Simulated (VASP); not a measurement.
The system is GaAs.

```xyz
2
Lattice="0.0000 2.8331 2.8331 2.9133 0.0000 2.8331 2.9133 2.8331 0.0000" Properties=species:S:1:pos:R:3 pbc="T T T"
Ga    0.0000    0.0000    0.0000
As    1.4566    1.4165    1.4165
```

The cell was built by a generator and needn't be a form met in nature.

The cell isn't the ideal one: uniaxial_x strain +2.8%.

Base run:

- Program: VASP 6.6.1
- Functional: r2SCAN
- Potentials or basis: VASP PAW PBE potentials, release 64 (Ga_d, As)
- Cutoff: 520 eV
- k mesh: 8 × 8 × 8
- Occupations: gaussian, width 0.01 eV
- Spin: no spin polarisation

Its results: band gap on the k mesh 0.66 eV, direct; pressure -1.8 GPa.

**Question.** The run is repeated on the same cell with these changes: functional from r2SCAN to PBE; occupations from gaussian, width 0.01 eV to fermi-dirac, width 0.02 eV. What comes out?

**Answer.** Band gap on the k mesh 0.20 eV, direct; pressure 1.0 GPa.

Caveats: the PAW data sets were made with another functional, which shifts forces and pressure a little (some runs).

